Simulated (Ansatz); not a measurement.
## A series in displacement on BN

All atoms of one element of a crystal moved along a line, all else fixed, by plane-wave density functional theory with PAW datasets, free energies less that of the undisturbed cell, pressure positive in compression; scalar-relativistic. The results are calculated, by Ansatz 0.2.0.

The cell before atoms are moved (space group P6_3mc, No. 186):
```
BN
1.0
      2.5539     0.0000     0.0000
     -1.2770     2.2118     0.0000
      0.0000     0.0000     4.2269
B N
2 2
Direct
  0.66670 0.33330 0.99970
  0.33330 0.66670 0.49970
  0.66670 0.33330 0.62530
  0.33330 0.66670 0.12530
```

Settings of every row: functional PBE; dispersion none; spin none; wave cutoff 420 eV; k mesh 12x12x6; occupations gaussian; smearing width 0.05 eV; k shift 0x0x0; start as given; moved element B; direction 0.57735, 0.57735, 0.57735 Cartesian unit vector.

Limits: reference crystal is not relaxed; semilocal functionals tend to give too small a gap.

```
row  displacement (Å)  pressure (GPa)  force along direction (eV/Å summed over the moved atoms)  energy change (eV a cell)  gap on mesh (eV)
  1              -0.2           8.762                                                      7.54                     0.8271             2.851
  2             -0.15               ?                                                         ?                          ?                 ?
  3              -0.1           2.057                                                      4.31                     0.2246             4.039
  4             -0.05           0.357                                                      2.29                     0.0585             4.659
  5                 0          -0.043                                                      0.02                          0             5.214
  6              0.05               1                                                     -2.45                       0.06             5.357
  7               0.1           3.622                                                     -5.09                      0.248             5.297
  8              0.15           7.957                                                     -7.88                     0.5718             5.183
  9             0.175          10.809                                                     -9.32                     0.7867             4.905
 10               0.2          14.138                                                    -10.78                     1.0379             4.631
```

Question: what pressure and force along direction should row 2 give?

Worked fit of pressure. Take t = displacement, in Å. The shown rows have t = -0.2, -0.1, -0.05, 0, 0.05, 0.1, 0.15, 0.175, 0.2. Least squares give pressure = −0.0544 + 11.7842 × t + 286.6 × t² GPa; a straight line predicts inner rows, each left out in turn, worse (root mean square 3.8 against 0.35 GPa). The rows lie off it by -0.291, 0.424, 0.284, 0.011, -0.251, -0.368, -0.205, 0.024, 0.372 (root mean square 0.28 GPa), a smooth pattern that one more power would take up: the form is only approximate. The withheld row has t = -0.15, so the fit gives −0.0544 + 11.7842 × (-0.15) + 286.6 × (-0.15)² = 4.626 GPa.

The calculation gave 4.911 GPa. The fit lies 0.285 GPa (5.8 % of the value, 2 % of the column's range) below it; its largest miss of a shown row is 0.424 GPa.

Worked fit of force along direction. Take t = displacement, in Å. The shown rows have t = -0.2, -0.1, -0.05, 0, 0.05, 0.1, 0.15, 0.175, 0.2. Least squares give force along direction = 0.018 − 46.165 × t − 41.2 × t² eV/Å summed over the moved atoms; a straight line predicts inner rows, each left out in turn, worse (root mean square 0.56 against 0.075 eV/Å summed over the moved atoms). The rows lie off it by -0.06, 0.09, 0.07, 0.00, -0.06, -0.08, -0.05, 0.00, 0.08 (root mean square 0.063 eV/Å summed over the moved atoms), a smooth pattern that one more power would take up: the form is only approximate. The withheld row has t = -0.15, so the fit gives 0.018 − 46.165 × (-0.15) − 41.2 × (-0.15)² = 6.02 eV/Å summed over the moved atoms.

The calculation gave 6.07 eV/Å summed over the moved atoms. The fit lies 0.05 eV/Å summed over the moved atoms (0.27 % of the column's range) below it; its largest miss of a shown row is 0.09 eV/Å summed over the moved atoms.

The other values of row 2: energy change 0.4855 eV a cell; gap on mesh 3.423 eV.
